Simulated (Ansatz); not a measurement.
Starting structure, H over the place (2/3, 1/3) of the surface cell, counted from the highest slab atom, its height relaxed (TaC, Fm-3m (No. 225), (1 1 1) face):

```xyz
8
Lattice="3.1393 0.0000 0.0000 -1.5697 2.7187 0.0000 0.0000 0.0000 26.6897" Properties=species:S:1:pos:R:3 pbc="T T T"
C     0.0000    1.8125    8.5000
Ta    1.5697    0.9062    9.7816
C     0.0000    0.0000   11.0632
Ta    0.0000    1.8125   12.3688
C     1.5697    0.9062   13.5877
Ta    0.0000    0.0000   15.0153
C     0.0000    1.8125   16.0128
H     1.5697    2.7187   17.0328
```

All numbers below come from DFT PBEsol, scalar-relativistic, plane waves, PAW (Ansatz). Settings: cutoff 420 eV, Γ-centred mesh 9×9×1 on the computed 8-atom cell, Gaussian smearing of 0.10 eV; no spin polarisation. The cell repeats along c with a dipole correction in the vacuum.

Atoms 1, 2, 3, 4, 5, 6, 7 (counted from 1) are held. Atom 8 may move along c only. The cell is fixed. Force threshold 0.02 eV/Å.

**Question.** Where does it end?

**Answer.** The energy falls by 0.186 eV in 4 steps, to:

```yaml
crystal:
  lattice:
    - [3.13930, 0.00000, 0.00000]
    - [-1.56965, 2.71872, 0.00000]
    - [0.00000, 0.00000, 26.68969]
  atoms:
    - { symbol: C, position: [0.33333, 0.66667, 0.31848] }
    - { symbol: Ta, position: [0.66667, 0.33333, 0.36649] }
    - { symbol: C, position: [0.00000, 0.00000, 0.41451] }
    - { symbol: Ta, position: [0.33333, 0.66667, 0.46343] }
    - { symbol: C, position: [0.66667, 0.33333, 0.50910] }
    - { symbol: Ta, position: [0.00000, 0.00000, 0.56259] }
    - { symbol: C, position: [0.33333, 0.66667, 0.59996] }
    - { symbol: H, position: [0.00000, 0.00000, 0.63077] }
```

The end is the local minimum or symmetric point that this start leads to.

Spin–orbit coupling is left out, which can shift energies with elements as heavy as these.